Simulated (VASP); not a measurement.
GaP, 2 atoms in the cell. Symmetry: F-43m, No. 216, cubic system. Conventional cell: a = 5.451 Å, b = 5.451 Å, c = 5.451 Å, α = 90.00°, β = 90.00°, γ = 90.00°. Ga (site symmetry -43m) is surrounded by 4 P at 2.36 Å. P (site symmetry -43m) has 4 Ga at 2.36 Å as nearest neighbours. 

* Program: VASP 6.6.1
* Task: relaxation of cell and atoms
* Functional: r2SCAN
* Potentials or basis: VASP PAW PBE potentials, release 64 (Ga_d, P)
* Cutoff: 600 eV
* k mesh: 8 × 8 × 8
* Occupations: gaussian, width 0.03 eV
* Spin: no spin polarisation
* Further INCAR settings: ALGO = Normal; EDIFF = 1e-07; IBRION = 2; EDIFFG = -0.005; NSW = 90; ISIF = 3

Potentials or basis: VASP PAW PBE potentials, release 64 (Ga_d, P).

Launch:

```console
$ cat potpaw_PBE.64/Ga_d/POTCAR potpaw_PBE.64/P/POTCAR > POTCAR
$ mpirun -np 1 vasp_std > vasp.out
```

Hardware: 1 thread of Intel(R) Xeon(R) Platinum 8375C CPU @ 2.90GHz (Ice Lake), with other jobs on the host.

Task: Estimate the wall time of this run.

Result: It took 84 s on 1 thread of Intel(R) Xeon(R) Platinum 8375C CPU @ 2.90GHz (Ice Lake), on a shared host, peak memory 0.19 GiB. Counts: scf iterations 21, k points 29, ion steps 1.
